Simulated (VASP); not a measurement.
Runs of VASP 6.6.1 on KI. Symmetry: Fm-3m, No. 225, cubic system. The conventional cell has a = 7.016 Å, b = 7.016 Å, c = 7.016 Å, α = 90.00°, β = 90.00°, γ = 90.00°. K (site symmetry m-3m) has 6 I at 3.51 Å as nearest neighbours. Around I (site symmetry m-3m) lie 6 K at 3.51 Å. 

| task | cell | gap on the mesh (eV) | pressure (GPa) |
| --- | --- | --- | --- |
| relaxation of the atoms | atoms relaxed | 3.86 | 0.0 |
| relaxation of the atoms | atoms relaxed from: a relaxed cell with its volume scaled by 1.06 | (b) | -0.6 |
| relaxation of cell and atoms | relaxed | 3.86 | 0.0 |
| relaxation of the atoms | atoms relaxed from: a relaxed cell with its volume scaled by 0.94 | 4.00 | 0.9 |
| relaxation of the atoms | atoms relaxed from: a relaxed cell with its volume scaled by 1.04 | 3.78 | -0.4 |
| relaxation of the atoms | atoms relaxed from: a relaxed cell with its volume scaled by 0.98 | (a) | 0.3 |
| relaxation of the atoms | atoms relaxed from: a relaxed cell with its volume scaled by 0.96 | 3.95 | 0.5 |
| relaxation of the atoms | atoms relaxed from: a relaxed cell with its volume scaled by 1.02 | 3.82 | -0.2 |

Alike in all rows: level PBEsol; potentials or basis VASP PAW PBE potentials, release 64 (K_sv, I); no spin polarisation; k mesh 8 × 8 × 8; cutoff (eV) 600; smearing gaussian 0.03 eV.

Task: Fill in the values left out.

Result: (a) 3.90; (b) 3.74.

Caveats: the relaxation stopped at its first step, so nothing moved; the PAW data sets were made with another functional, which shifts forces and pressure a little; spin-orbit coupling is left out, which moves the levels of the heavy elements.

A k mesh can miss the band edges, and the runs leave out spin-orbit coupling on I.
